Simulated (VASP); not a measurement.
Input of a VASP 6.6.1 run:

INCAR

```
SYSTEM = InAs
PREC = Accurate
ENCUT = 520
EDIFF = 1E-7
ISMEAR = 0
SIGMA = 0.03
LREAL = .False.
LASPH = .True.
NELM = 80
ALGO = Fast
ISIF = 2
LWAVE = .False.
LCHARG = .False.
GGA = PE
NBANDS = 16
KPAR = 4
```

Contents of KPOINTS:

```
Automatic mesh
0
Gamma
  10 10 10
  0 0 0
```

POSCAR

```
InAs                                    
1.0
    0.0000000000      3.0454540631      3.0454540631
    3.0454540631      0.0000000000      3.0454540631
    3.0454540631      3.0454540631      0.0000000000
  In              As            
     1     1
Direct
     0.0000000000000000    0.0000000000000000    0.0000000000000000
     0.2500000000000000    0.2500000000000000    0.2500000000000000
```

KPOINTS_OPT

```
explicit points
302
Reciprocal
 0.0000000000  0.0000000000  0.0000000000 1
 0.0263157895  0.0000000000  0.0263157895 1
 0.0526315789  0.0000000000  0.0526315789 1
 0.0789473684  0.0000000000  0.0789473684 1
 0.1052631579  0.0000000000  0.1052631579 1
 0.1315789474  0.0000000000  0.1315789474 1
[... 294 lines left out ...]
 0.5118875500  0.0237751000  0.5118875500 1
 0.4881124500 -0.0237751000  0.4881124500 1
```

Potentials or basis: VASP PAW PBE potentials, release 64 (In_d, As).

Launch:

```console
$ cat potpaw_PBE.64/In_d/POTCAR potpaw_PBE.64/As/POTCAR > POTCAR
$ mpirun -np 4 vasp_std > vasp.out
```

Q: Predict the band gap along the path.

A: None (metal or under the smearing width).

Q: What does it give for the pressure?

A: 2.6 GPa.

Levels at the corners of the path, in eV from the Fermi level:
| point | band 7 | band 8 | band 9 | band 10 | band 11 | band 12 |
| --- | --- | --- | --- | --- | --- | --- |
| Γ | -0.32 | -0.01 | -0.01 | -0.01 | 3.89 | 3.89 |
| X | -5.75 | -2.26 | -2.26 | 1.57 | 2.05 | 9.04 |
| X | -5.75 | -2.26 | -2.26 | 1.57 | 2.05 | 9.04 |
| W | -5.62 | -2.87 | -2.78 | 4.11 | 4.28 | 4.93 |
| W | -5.62 | -2.87 | -2.78 | 4.11 | 4.28 | 4.93 |
| K | -5.62 | -3.18 | -1.90 | 2.11 | 4.21 | 7.21 |
| K | -5.62 | -3.18 | -1.90 | 2.11 | 4.21 | 7.21 |
| Γ | -0.32 | -0.01 | -0.01 | -0.01 | 3.89 | 3.89 |
| Γ | -0.32 | -0.01 | -0.01 | -0.01 | 3.89 | 3.89 |
| L | -5.66 | -0.97 | -0.97 | 0.90 | 4.66 | 4.66 |
| L | -5.66 | -0.97 | -0.97 | 0.90 | 4.66 | 4.66 |
| U | -5.62 | -3.18 | -1.90 | 2.11 | 4.21 | 7.21 |
| U | -5.62 | -3.18 | -1.90 | 2.11 | 4.21 | 7.21 |
| W | -5.62 | -2.87 | -2.78 | 4.11 | 4.28 | 4.93 |
| W | -5.62 | -2.87 | -2.78 | 4.11 | 4.28 | 4.93 |
| L | -5.66 | -0.97 | -0.97 | 0.90 | 4.66 | 4.66 |
| L | -5.66 | -0.97 | -0.97 | 0.90 | 4.66 | 4.66 |
| K | -5.62 | -3.18 | -1.90 | 2.11 | 4.21 | 7.21 |
| U | -5.62 | -3.18 | -1.90 | 2.11 | 4.21 | 7.21 |
| X | -5.75 | -2.26 | -2.26 | 1.57 | 2.05 | 9.04 |

Caveat: spin-orbit coupling is left out, which moves the levels of the heavy elements; this crystal is a semiconductor, whose small gap the functional closes, so the metal is an error of the method.

**Measured values to compare with.**

From a printed reference work, data compilation, for a bulk crystal of InAs at 4.2 K: band gap 0.418 eV (direct).

Measured gap of InAs: 0.418 eV (direct; 4.2 K; a printed reference work, data compilation). This calculation gives 0.00 eV (-0.42 eV). Spin-orbit coupling on As, In is left out. The value is that of PBE, without temperature or zero-point motion. Semilocal functionals fall short of measured gaps as a rule.
